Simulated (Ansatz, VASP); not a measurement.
**LiF: VASP beside Ansatz**

File INCAR:

```
PREC = Accurate
ENCUT = 520
EDIFF = 1E-6
ISMEAR = 0
SIGMA = 0.05
LREAL = F
LASPH = T
NELM = 60
ALGO = Normal
ISIF = 2
LWAVE = F
LCHARG = T
GGA = PS
LELF = T
LVHAR = T
NBANDS = 18
```

KPOINTS

```
regular mesh
0
Gamma
  9 9 6
```

The input POSCAR:

```
LiF
1.0
    3.0609398175      0.0000000000      0.0000000000
   -1.5304699087      2.6508516414      0.0000000000
    0.0000000000      0.0000000000      4.8073245700
Li F
2 2
Direct
    0.3333333333      0.6666666667      0.3811542600
    0.6666666667      0.3333333333      0.8811542600
    0.3333333333      0.6666666667      0.9626413533
    0.6666666667      0.3333333333      0.4626413533
```

Input for Ansatz:

```yaml
crystal:
  lattice:
    - [3.0609398175, 0.0, 0.0]
    - [-1.5304699087, 2.6508516414, 0.0]
    - [0.0, 0.0, 4.80732457]
  atoms:
    - { symbol: Li, position: [0.3333333333, 0.6666666667, 0.38115426] }
    - { symbol: Li, position: [0.6666666667, 0.3333333333, 0.88115426] }
    - { symbol: F, position: [0.3333333333, 0.6666666667, 0.9626413533] }
    - { symbol: F, position: [0.6666666667, 0.3333333333, 0.4626413533] }
basis:
  ecutwfc: 420
kpoints:
  mp_grid: { grid: [9, 9, 6] }
hamiltonian:
  xc: pbesol
scf:
  occupations: { method: gaussian, width: 0.05 }
output:
  forces: true
  stress: true
  eigenvalues: true
```

Change from the starting cell: all F atoms moved -0.150 Å, as atom 3 along Cartesian [0 0 1].

Alike in both runs: task single point; functional PBEsol; k mesh 9 × 9 × 6; occupations gaussian, width 0.05 eV; no spin polarisation.

|  | VASP | Ansatz |
| --- | --- | --- |
| version | VASP 6.6.1 | Ansatz 0.2.0 |
| potentials or method | VASP PAW PBE potentials, release 64 (Li_sv, F) | scalar-relativistic, plane waves, PAW |
| plane-wave cutoff (eV) | 520 | 420 |
| valence electrons in the cell | 20 | 20 |

Ansatz gave:

| Item | Value |
| --- | --- |
| gap on the k mesh at the Fermi level (eV) | 7.60 |
| least direct gap on the mesh (eV) | 7.60 |
| rms of the force components (eV/Å) | 0.163 |

Problem. Which values does VASP return?

Solution. gap on the k mesh at the Fermi level (eV): 7.59; least direct gap on the mesh (eV): 7.59; rms of the force components (eV/Å): 0.172.

Atom by atom the forces differ by 0.008 eV/Å (rms over components).

Caveats: the PAW data sets were made with another functional, which shifts forces and pressure a little (VASP); an odd mesh through Γ misses points on the zone boundary, where band edges often lie.
